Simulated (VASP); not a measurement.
Input of a VASP 6.6.1 run:

The input INCAR:

```
SYSTEM = ZnSe
PREC = Accurate
ENCUT = 600
EDIFF = 1E-8
ISMEAR = 0
SIGMA = 0.03
LREAL = .FALSE.
LASPH = .TRUE.
NELM = 80
ALGO = Normal
ISIF = 2
LWAVE = .FALSE.
LCHARG = .FALSE.
GGA = PS
LEPSILON = .TRUE.
```

Contents of KPOINTS:

```
Automatic mesh
0
Monkhorst
  14 14 14
  0 0 0
```

The input POSCAR:

```
ZnSe                                    
1.0
    0.0000000000      2.8202138178      2.8202138178
    2.8202138178      0.0000000000      2.8202138178
    2.8202138178      2.8202138178      0.0000000000
  Zn              Se            
     1     1
Direct
     0.0000000000000000    1.0000000000000000    0.0000000000000000
     0.2500000000000000    0.2500000000000000    0.2500000000000000
```

Potentials or basis: VASP PAW PBE potentials, release 64 (Zn, Se).

Launch:

```bash
$ cat potpaw_PBE.64/Zn/POTCAR potpaw_PBE.64/Se/POTCAR > POTCAR
$ mpirun -np 1 vasp_std > vasp.out
```

(1) Estimate the electronic dielectric tensor (diagonal).

(2) Estimate the Born charges (mean of the diagonal).

Results:

(1) 7.40.

(2) Zn +2.03; Se -2.03 e.

**Experimental background.**

From a printed reference work, textbook, for a bulk crystal of ZnSe: high-frequency dielectric constant 5.9.

Measured high-frequency dielectric constant of ZnSe: 5.9 (a printed reference work, textbook). This calculation gives 7.40 (+25.5 %).
